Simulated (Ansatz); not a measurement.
Subject: the formation energy of GeTe (R3m) from the elements. Reaction: Te (P3₁21) + Ge (diamond) → GeTe (R3m). Negative: the products are lower in energy. The value is per atom of the solid.

GeTe (R3m), 2 atoms in the cell; this is a cell from a database of computed structures that this text hasn't matched to a measured one, k-point mesh 10×10×10 on the run's own vectors.
```xyz
2
Lattice="-2.1091 3.6531 0.0000 -4.2182 0.0000 0.0000 -2.1091 1.2177 3.6867" Properties=species:S:1:pos:R:3 pbc="T T T"
Ge    -6.3273     3.6531     0.0739
Te    -4.2182     2.4354     1.5371
```

Te (P3₁21), 3 atoms in the cell; metallic (partly filled levels) with PBE, k-point mesh 12×12×6 on the run's own vectors. Conventional cell: a = b = 4.316 Å, c = 5.967 Å, α = β = 90.00°, γ = 120.00°.

Ge (diamond, Fd-3m), 2 atoms in the cell, k-point mesh 10×10×10 on the run's own vectors. Conventional cell: a = b = c = 5.700 Å, α = β = γ = 90.00°.

Plane-wave PAW calculations with Ansatz (a first-principles code), its default PAW set, cutoff 420 eV, 500 eV for r2SCAN. The structures are at rest with PBE+D3(BJ); other levels are single points on them. HSE06 runs on coarser k-point meshes, mended by the PBE difference between the two meshes. Neutral cells; Fermi-Dirac smearing of at most 0.05 eV in the solids, energies taken to zero width. The lattices are those relaxed with PBE+D3(BJ), so at other levels the solids can be strained, which adds to the spread. A dispersion term (D3(BJ), or D4 for r2SCAN) was computed beside these levels and is taken off wherever the name lacks it. Nuclei at rest; no vibrational terms. Spin-orbit coupling is left out. The state moves with the level: Te (P3₁21) is free of partly filled levels with HSE06 but metallic or partly filled with PBE; Ge (diamond) is free of partly filled levels with HSE06 but metallic or partly filled with PBE.

Q: Give the value at the level r2SCAN.

A: -0.04 eV/atom, for Te (P3₁21) + Ge (diamond) → GeTe (R3m).

Q: What do the other levels give, and how wide is the spread?

A: 
```tsv
Level	value (eV/atom)	less r2SCAN
PBE	-0.10	-0.06
HSE06	-0.07	-0.03
```

The levels span 0.06 eV/atom, from PBE (-0.10) to r2SCAN (-0.04).
